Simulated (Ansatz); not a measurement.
**Ca: a relaxation**

Aim: for Ca, find the bulk's equilibrium cell.

Method: DFT PBE+D3(BJ), scalar-relativistic, plane waves, PAW, in Ansatz 0.2.0.

3 further runs of the same task are left out: 1 for a known fault of the program, 1 that didn't finish, 1 set aside as unsound or not needed.

**1. The system as given**

It takes space group Fm-3m (No. 225, cubic). The conventional cell has a = 5.588 Å, b = 5.588 Å, c = 5.588 Å, α = 90.00°, β = 90.00°, γ = 90.00°. Ca (site symmetry m-3m) has 12 Ca at 3.95 Å as nearest neighbours.

Coordinates:

```cif
data_structure
_symmetry_space_group_name_H-M 'P 1'
_symmetry_Int_Tables_number 1
_cell_length_a 3.9516
_cell_length_b 3.9516
_cell_length_c 3.9516
_cell_angle_alpha 60.000
_cell_angle_beta 60.000
_cell_angle_gamma 60.000
_cell_volume 43.63
loop_
_atom_site_label
_atom_site_type_symbol
_atom_site_fract_x
_atom_site_fract_y
_atom_site_fract_z
_atom_site_occupancy
Ca1 Ca 0.00000 0.00000 0.00000 1
```

The structure comes from the Crystallography Open Database.

(A quick probe on a coarse mesh, which set the mesh and smearing, is not shown.)

**3. Relaxing cell and atoms**

Input file input.yaml:

```yaml
crystal:
  lattice:
    - [0.0, 2.7942, 2.7942]
    - [2.7942, 0.0, 2.7942]
    - [2.7942, 2.7942, 0.0]
  atoms:
    - { symbol: Ca, position: [0.0, 0.0, 0.0] }
basis:
  ecutwfc: 420
kpoints:
  mp_grid: { grid: [14, 14, 14] }
hamiltonian:
  xc: pbe
  dispersion: d3bj
scf:
  occupations: { method: gaussian, width: 0.1 }
output:
  forces: true
  stress: true
  eigenvalues: true
  write_density: true
  write_potential: true
  elf: true
  volumetric_format: npy
relax:
  adjacent_minimum: "off"
  f_tol: 0.005
  max_steps: 80
  cell: { stress_tol: 0.05 }
```

Started as:

```console
$ ansatz run input.yaml --threads 4 --pin off --max-ram 10240MiB --backend cpu --events-out ev --progress --plain --runs-dir out
```

**Question.** What will these runs give? Wanted: bulk: relaxed cell; bulk: volume.

As calculated:

| quantity | value |
| --- | --- |
| bulk: relaxed cell (conventional) | a = 5.436 Å, b = 5.436 Å, c = 5.436 Å, α = 90.00°, β = 90.00°, γ = 90.00° |
| bulk: space group (0.01 Å) | Fm-3m (No. 225) |
| bulk: volume | 40.15 Å³/atom |

What this shows: The bulk's relaxed volume is 8.0 % smaller than at the start. That is more than thermal expansion of the reported cell explains.
